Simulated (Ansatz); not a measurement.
Crystal: TiO2.

```
Ti O
1.0
    -4.35076    4.35076    1.88756
     4.35076   -4.35076    1.88756
     4.35076    4.35076   -1.88756
Ti O
4 8
Cartesian
  4.3259 -1.8075 1.8876
  2.5433 0.0248 0.0000
  1.8075 4.3259 1.8876
  0.0248 6.1582 0.0000
  3.0387 -0.0099 1.8876
  1.3888 1.4067 0.0000
  4.3409 1.3121 0.0000
  7.2948 1.3888 0.0000
  -2.9441 2.9620 1.8876
  0.0099 3.0387 1.8876
  2.9620 2.9441 1.8876
  1.3121 4.3606 0.0000
```

Measurements of this composition are mostly on another form, of space group No. 141.

```yaml
Program: Ansatz 0.2.0
Task: relaxation of cell and atoms
Functional: r2SCAN
Potentials_or_basis: Ansatz PAW
Cutoff: "500 eV (not typed: the program's choice for these potentials)"
k_mesh: 8 × 8 × 8
Occupations: fermi-dirac, width 0.05 eV
Spin: no spin polarisation
Hubbard_terms: Ti d U = 6 eV
```

At the start: volume 11.91 Å³/atom.

**Question.** Where does the relaxation end?

**Answer.** It ends after 6 steps and the volume is 12.13 Å³/atom (+1.8 %); space group I4/mmm (No. 139, to 0.05 Å).

The path:
```tsv
step	energy change (eV)	largest force (eV/Å)	volume (Å³)
1	0.0000	0.3217	142.92
2	-0.0404	0.0293	145.06
3	-0.0445	0.0296	145.65
4	-0.0459	0.0314	145.70
5	-0.0471	0.0030	145.55
6	-0.0487	0.0029	145.55
```

Final structure:
```cif
data_structure
_symmetry_space_group_name_H-M 'P 1'
_symmetry_Int_Tables_number 1
_cell_length_a 6.4593
_cell_length_b 6.4593
_cell_length_c 6.4593
_cell_angle_alpha 95.026
_cell_angle_beta 95.026
_cell_angle_gamma 145.568
_cell_volume 145.55
loop_
_atom_site_label
_atom_site_type_symbol
_atom_site_fract_x
_atom_site_fract_y
_atom_site_fract_z
_atom_site_occupancy
Ti1 Ti 0.29205 0.99978 0.29183 1
Ti2 Ti 0.00022 0.29205 0.29227 1
Ti3 Ti 0.99978 0.70795 0.70773 1
Ti4 Ti 0.70795 0.00022 0.70817 1
O1 O 0.49998 0.85041 0.35039 1
O2 O 0.16095 0.16079 0.32174 1
O3 O 0.14959 0.49998 0.64957 1
O4 O 0.16079 0.83905 0.99984 1
O5 O 0.83921 0.16095 0.00016 1
O6 O 0.85041 0.50002 0.35043 1
O7 O 0.83905 0.83921 0.67826 1
O8 O 0.50002 0.14959 0.64961 1
```

Caveat: the plane-wave basis is chosen anew once the cell has moved, so the energies of steps on either side of that aren't comparable; the PAW data sets come from PBE, with cores solved anew for the run's functional, which leaves a small shift of forces and pressure.
